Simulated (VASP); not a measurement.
A run of VASP 6.6.1 is set up as follows.

File INCAR:

```
PREC = Accurate ; ENCUT = 600
EDIFF = 1E-6 ; ISMEAR = 1
SIGMA = 0.1 ; LREAL = False
LASPH = True ; NELM = 80
ALGO = Normal ; ISIF = 3
LWAVE = False ; LCHARG = False
GGA = PE ; IBRION = 2
NSW = 90 ; EDIFFG = -0.01
```

File KPOINTS:

```
regular mesh
0
Gamma
  15 15 7
```

The input POSCAR:

```
Zr
1.0
    3.2320000000      0.0000000000      0.0000000000
   -1.6160000000      2.7989941000      0.0000000000
    0.0000000000      0.0000000000      5.1470000000
Zr
2
Direct
    0.3333333300      0.6666666700      0.2500000000
    0.6666666700      0.3333333300      0.7500000000
```

Potentials or basis: VASP PAW PBE potentials, release 64 (Zr_sv).

The run is started by

```bash
$ cat potpaw_PBE.64/Zr_sv/POTCAR > POTCAR
$ mpirun -np 1 vasp_std > vasp.out
```

Q: Predict the relaxed cell.

A: a = 3.233 Å, b = 3.233 Å, c = 5.166 Å, α = 90.00°, β = 90.00°, γ = 120.00°.

Q: Estimate the relaxed volume.

A: 23.39 Å³/atom.

Q: Estimate the band gap on the k mesh.

A: None (metal or under the smearing width).

Q: Predict the space group after relaxing (to 0.05 Å).

A: P6_3/mmc (No. 194).

Stress tensor (GPa, compression positive):
```
-0.04  0.00  0.00
 0.00 -0.04  0.00
 0.00  0.00  0.04
```

PBE usually gives volumes a little too large and moduli too small. Zero-point motion and thermal expansion aren't in these numbers.
